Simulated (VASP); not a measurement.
# AlN (P6_3mc) in VASP: settings compared, part 2 of 2

VASP 6.6.1. The steps go on from the part before.

### 3 Single point, PBE (epitaxial_xy strain +1.9%)

File INCAR:

```
SYSTEM = AlN
PREC = Accurate ; ENCUT = 520
EDIFF = 1E-6 ; ISMEAR = -1
SIGMA = 0.02 ; LREAL = .False.
LASPH = .True. ; NELM = 100
ALGO = Normal ; ISIF = 2
LWAVE = .False. ; LCHARG = .True.
GGA = PE ; LELF = .True.
LVHAR = .True. ; NBANDS = 16
```

File KPOINTS:

```
Automatic mesh
0
Gamma
  12 12 6
  0 0 0
```

File POSCAR:

```
AlN
1.0
    3.1641675968      0.0000000000      0.0000000000
   -1.5820837984      2.7402495207      0.0000000000
    0.0000000000      0.0000000000      4.9255530007
Al N
2 2
Direct
    0.3333333333      0.6666666667     -0.0057809955
    0.6666666667      0.3333333333      0.4942190045
    0.3333333333      0.6666666667      0.3807809955
    0.6666666667      0.3333333333      0.8807809955
```

Potentials or basis: VASP PAW PBE potentials, release 64 (Al, N).

Launch:

```bash
> cat potpaw_PBE.64/Al/POTCAR potpaw_PBE.64/N/POTCAR > POTCAR
> mpirun -np 1 vasp_std > vasp.out
```

OUTCAR:

```text
SYSTEM = AlN
   PREC = Accurate
   ENCUT = 520
   EDIFF = 1E-6
   ISMEAR = -1
   LREAL = .False.
   LASPH = .True.
   NELM = 100
   ISIF = 2
   GGA = PE

 ion  position               nearest neighbor table
   1  0.333  0.667  0.994-   3 1.90   4 1.91   4 1.91   4 1.91   2 3.07   2 3.07   2 3.07   2 3.07
                             2 3.07   2 3.07
   2  0.667  0.333  0.494-   4 1.90   3 1.91   3 1.91   3 1.91   1 3.07   1 3.07   1 3.07   1 3.07
                             1 3.07   1 3.07
   3  0.333  0.667  0.381-   1 1.90   2 1.91   2 1.91   2 1.91
   4  0.667  0.333  0.881-   2 1.90   1 1.91   1 1.91   1 1.91

  LATTYP: Found a hexagonal cell.
 ALAT       =     3.1641675968
 C/A-ratio  =     1.5566662795

  Lattice vectors:

 A1 = (   3.1641675968,   0.0000000000,   0.0000000000)
 A2 = (  -1.5820837984,   2.7402495207,   0.0000000000)
 A3 = (   0.0000000000,   0.0000000000,   4.9255530007)

Analysis of symmetry for initial positions (statically):
=====================================================================
 Subroutine PRICEL returns:
 Original cell was already a primitive cell.

 Routine SETGRP: Setting up the symmetry group for a
 hexagonal supercell.

 Subroutine GETGRP returns: Found 12 space group operations
 (whereof  6 operations were pure point group operations)
 out of a pool of 24 trial point group operations.

The static configuration has the point symmetry C_3v.
 The point group associated with its full space group is C_6v.

Analysis of symmetry for dynamics (positions and initial velocities):
=====================================================================
 Subroutine PRICEL returns:
 Original cell was already a primitive cell.

 Routine SETGRP: Setting up the symmetry group for a
 hexagonal supercell.

 Subroutine GETGRP returns: Found 12 space group operations
[... 122 lines left out ...]
   EFERMI =   0.00;   METHOD = LEGACY
   ISMEAR =    -1;   SIGMA  =   0.02  broadening in eV -4-tet -1-fermi 0-gaus
   EFERMI_NEDOS =   21; number of points for ismear=-14 and -15
   IALGO  =     38    algorithm
   IMIX   =      4    mixing-type and parameters
     AMIX     =   0.40;   BMIX     =  1.00
     AMIX_MAG =   1.60;   BMIX_MAG =  1.00
  volume/ion in A,a.u.               =      10.68        72.05
  Fermi-wavevector in a.u.,A,eV,Ry     =   1.180176  2.230208 18.950391  1.392814
  Thomas-Fermi vector in A             =   2.316473
   LORBIT       =      0    0 simple, 1 ext, 2 COOP (PROOUT), +10 PAW based schemes
   GGA     = PE    functional components
   LHFCALC =     F    Hartree Fock is set to
   AEXX    =    0.0000 exact exchange contribution
   IVDW    =     0    specifies the selected vdW correction
   LEPSILON=     F    determine dielectric tensor
   LRPA    =     F    only Hartree local field effects (RPA)
 non-spin polarized calculation
  energy-cutoff  :      520.00
  volume of cell :       42.71
 maximum number of plane-waves:      1166
 NGX is ok and might be reduce to    24
   NGX = 11   NGY = 11   NGZ = 19

 number of electron      16.0000002 magnetization

 Free energy of the ion-electron system (eV)
  ---------------------------------------------------
  ext. energy  EPLUGINS =         0.00000000
  ---------------------------------------------------
  free energy    TOTEN  =       -29.75953877 eV

  energy without entropy =      -29.75953877  energy(sigma->0) =      -29.75953877

 E-fermi :   6.4871     XC(G=0): -10.8134

 val. band max:        6.1035098048   @ k =   0.0000   0.0000   0.0000
 cond. band min:       9.9715247586   @ k =   0.0000   0.0000   0.0000
 fundamental gap:      3.8680149538
 Fermi energy:         6.4870635582

 k-point     1 :       0.0000    0.0000    0.0000
  band No.  band energies     occupation
      1      -9.1145      2.00000
      2      -6.9188      2.00000
      3       0.1508      2.00000
      4       4.9526      2.00000
      5       4.9526      2.00000
      6       5.6795      2.00000
[... 433 lines left out ...]
      3       1.0828      2.00000
      4       2.0900      2.00000
      5       2.7065      2.00000
      6       4.0717      2.00000
[... 8 lines left out ...]
     15      18.2156      0.00000
     16      19.8370      0.00000

 [... further k-points ...]
[... 5 lines left out ...]
  --------------------------------------------------------------------------------------
  -------------------------------------------------------------------------------------
  Total       -1.0171802     -1.0171802      1.0899912      0.0000000      0.0000000     -0.0000000
  in kB      -38.1596060    -38.1596060     40.8911190      0.0000000      0.0000000     -0.0000000
  external PRESSURE =     -11.8093643 kB  Pullay stress =       0.0000000 kB

 VOLUME and BASIS-vectors are now :
 -----------------------------------------------------------------------------
  energy-cutoff  :      520.00
  volume of cell :       42.71
      direct lattice vectors                 reciprocal lattice vectors
     3.164167597  0.000000000  0.000000000     0.316038885  0.182465135  0.000000000
    -1.582083798  2.740249521  0.000000000     0.000000000  0.364930271  0.000000000
     0.000000000  0.000000000  4.925553001     0.000000000  0.000000000  0.203022889

 POSITION                                       TOTAL-FORCE (eV/Angst)
 -----------------------------------------------------------------------------------
     -0.00000      1.82683      4.89708        -0.000000     -0.000000     -0.034284
      1.58208      0.91342      2.43430        -0.000000      0.000000     -0.034284
     -0.00000      1.82683      1.87556        -0.000000      0.000000      0.034284
      1.58208      0.91342      4.33833         0.000000     -0.000000      0.034284
 -----------------------------------------------------------------------------------
    total drift:                               -0.000000      0.000000     -0.000480

  FREE ENERGIE OF THE ION-ELECTRON SYSTEM (eV)
  ---------------------------------------------------
  free  energy   TOTEN  =       -29.7595387688 eV

  energy  without entropy=      -29.7595387688  energy(sigma->0) =      -29.75953877
```

OSZICAR:

```text
N       E                     dE             d eps       ncg     rms          rms(c)
DAV:   1     0.419145915218E+02    0.41915E+02   -0.72718E+03  2432   0.891E+02
DAV:   2    -0.308138954158E+02   -0.72728E+02   -0.66944E+02  3400   0.186E+02
DAV:   3    -0.343975487398E+02   -0.35837E+01   -0.35741E+01  3072   0.431E+01
DAV:   4    -0.344194599973E+02   -0.21911E-01   -0.21910E-01  3016   0.380E+00
DAV:   5    -0.344197446769E+02   -0.28468E-03   -0.28468E-03  3088   0.440E-01    0.120E+01
DAV:   6    -0.297451660449E+02    0.46746E+01   -0.10592E+01  2944   0.235E+01    0.409E+00
DAV:   7    -0.297714601447E+02   -0.26294E-01   -0.65614E-01  2576   0.572E+00    0.291E+00
DAV:   8    -0.297644899845E+02    0.69702E-02   -0.64102E-02  2720   0.234E+00    0.651E-01
DAV:   9    -0.297589740707E+02    0.55159E-02   -0.12769E-02  3176   0.844E-01    0.256E-01
DAV:  10    -0.297596282950E+02   -0.65422E-03   -0.24764E-03  2632   0.314E-01    0.142E-01
DAV:  11    -0.297595351967E+02    0.93098E-04   -0.20054E-04  2840   0.110E-01    0.339E-02
DAV:  12    -0.297595389042E+02   -0.37075E-05   -0.12431E-05  2744   0.280E-02    0.813E-03
DAV:  13    -0.297595387688E+02    0.13543E-06   -0.51360E-06  2728   0.176E-02
   1 F= -.29759539E+02 E0= -.29759539E+02  d E =-.742190E-11
```

stdout:

```text
POSCAR found type information on POSCAR AlN
 POSCAR found :  2 types and       4 ions
 scaLAPACK will be used
 LDA part: xc-table for (Slater+PW92), standard interpolation
 POSCAR, INCAR and KPOINTS ok, starting setup
 FFT: planning ... GRIDC
 FFT: planning ... GRID_SOFT
 FFT: planning ... GRID
 WAVECAR not read
 entering main loop
```

Wall time 14 s (1 thread of Intel Xeon 6975P-C (Granite Rapids), shared host); peak memory 0.17 GiB.

What came out:

```yaml
Free_energy: -29.7595 eV
Pressure: -1.2 GPa
Largest_force: 0.034 eV/Å
Band_gap_on_the_k_mesh: 3.87 eV, direct
```

Forces on the atoms (eV/Å):
```
Al   0.000  0.000 -0.034
Al   0.000  0.000 -0.034
N    0.000  0.000  0.034
N    0.000  0.000  0.034
```

Stress tensor (GPa, compression positive):
```
-3.82  0.00  0.00
 0.00 -3.82  0.00
 0.00  0.00  4.09
```

Levels at points of the mesh, in eV from the valence-band top:
| k point | band 4 | band 5 | band 6 | band 7 | band 8 | band 9 | band 10 | band 11 | band 12 | band 13 |
| --- | --- | --- | --- | --- | --- | --- | --- | --- | --- | --- |
| (0.00, 0.00, 0.00) | -1.15 | -1.15 | -0.42 | -0.42 | 0.00 | 3.87 | 6.06 | 10.47 | 10.56 | 10.56 |
| (0.50, 0.00, 0.00) | -4.19 | -3.43 | -2.35 | -1.86 | -0.84 | 5.45 | 5.81 | 7.82 | 9.97 | 10.56 |
| (0.00, 0.00, 0.50) | -3.31 | -0.80 | -0.80 | -0.80 | -0.80 | 6.04 | 6.04 | 10.11 | 10.11 | 10.88 |
| (0.50, 0.00, 0.50) | -5.70 | -1.68 | -1.68 | -1.39 | -1.39 | 5.17 | 5.17 | 8.98 | 8.98 | 11.47 |
